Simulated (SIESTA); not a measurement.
Runs of SIESTA 5.4.2 on Li. The cell holds a slab with vacuum, 5 atoms: a = 3.101 Å, b = 3.101 Å, c = 25.108 Å, α = 90.00°, β = 90.00°, γ = 120.00°. The slab is cut from a database's or a generator's crystal, which needn't be the stable form of the element.

| potentials or basis | gap on the mesh (eV) | largest force (eV/Å) | work function (eV) |
| --- | --- | --- | --- |
| PseudoDojo 0.4 standard (PBE files), SZP (energy shift 0.003 Ry; radii capped at 9.5 bohr) | none | 0.06 | (a) |
| PseudoDojo 0.4 standard (PBE files), DZP (energy shift 0.003 Ry; two zetas on semicore shells) | none | 0.07 | 3.25 |
| PseudoDojo 0.4 standard (PBE files), DZDP (energy shift 0.003 Ry; two zetas on semicore shells) | none | 0.09 | 3.23 |
| PseudoDojo 0.4 standard (PBE files), TZP (energy shift 0.003 Ry; two zetas on semicore shells) | none | 0.08 | 3.25 |
| PseudoDojo 0.4 standard (PBE files), TZDP (energy shift 0.003 Ry; two zetas on semicore shells) | none | 0.09 | 3.23 |

Alike in all rows: task single point; level PBE; no spin polarisation; cell as given; k mesh 10 × 10 × 1; smearing fermi-dirac 0.05 eV; grid cutoff 800 Ry; energy shift 0.003 Ry.

Question: Fill in the values left out.

Answer: (a) 3.44.

Caveats: the basis of atomic orbitals isn't converged, which shifts pressures, moduli and gaps.

A gap of «none» marks a metal or a gap under the smearing width.
